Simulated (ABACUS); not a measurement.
Input of an ABACUS 3.10.1 run:

The input INPUT:

```
INPUT_PARAMETERS
suffix              NiO
calculation         cell-relax
basis_type          lcao
pseudo_dir          ./
orbital_dir         ./
symmetry            1
dft_functional      pbe
ecutwfc             100
pseudo_rcut         7
nspin               2
nbands              17
ks_solver           genelpa
smearing_method     fd
smearing_sigma      0.00367493
scf_thr             1e-07
scf_nmax            100
mixing_type         broyden
mixing_beta         0.4
cal_force           1
cal_stress          1
vdw_method          d3_bj
vdw_abc             1
out_mul             1
relax_nmax          60
force_thr_ev        0.02
relax_method        cg
out_stru            1
stress_thr          0.2
```

File STRU:

```
ATOMIC_SPECIES
Ni 58.6934 Ni.upf
O 15.9990 O.upf

NUMERICAL_ORBITAL
Ni_confined-atom_7au_3s2p2d1f.orb
O_confined-atom_6au_2s2p1d.orb

LATTICE_CONSTANT
1.8897261246

LATTICE_VECTORS
0.0000000000 2.0859016414 2.0859016414
2.0859016414 0.0000000000 2.0859016414
2.0859016414 2.0859016414 0.0000000000

ATOMIC_POSITIONS
Direct

Ni
0.0
1
0.0000000000 0.0000000000 0.0000000000 1 1 1 mag 1

O
0.0
1
0.5000000000 0.5000000000 0.5000000000 1 1 1 mag 0
```

KPT

```
K_POINTS
0
Gamma
8 8 8 0 0 0
```

Potentials or basis: PseudoDojo NC SR 0.4.1 PBE standard, DZP LCAO (the cutoffs set its grid).

The run is started by

```sh
$ OMP_NUM_THREADS=1 mpirun -np 4 abacus > log
```

**Question.** Estimate the absolute moment.

**Answer.** 1.86 μB per cell.

**Question.** Estimate the site moments.

**Answer.** Ni +1.54; O +0.31 μB.

Final structure:
```xyz
2
Lattice="0.0000 2.1000 2.1000 2.1000 0.0000 2.1000 2.1000 2.1000 0.0000" Properties=species:S:1:pos:R:3 pbc="T T T"
Ni    0.0000    0.0000    0.0000
O     2.1000    2.1000    2.1000
```

Caveat: the atomic orbitals were generated for these runs and aren't a published set; a cell with one magnetic atom can't hold antiferromagnetic order, which such compounds often take. Zero-point motion and thermal expansion aren't in these numbers.
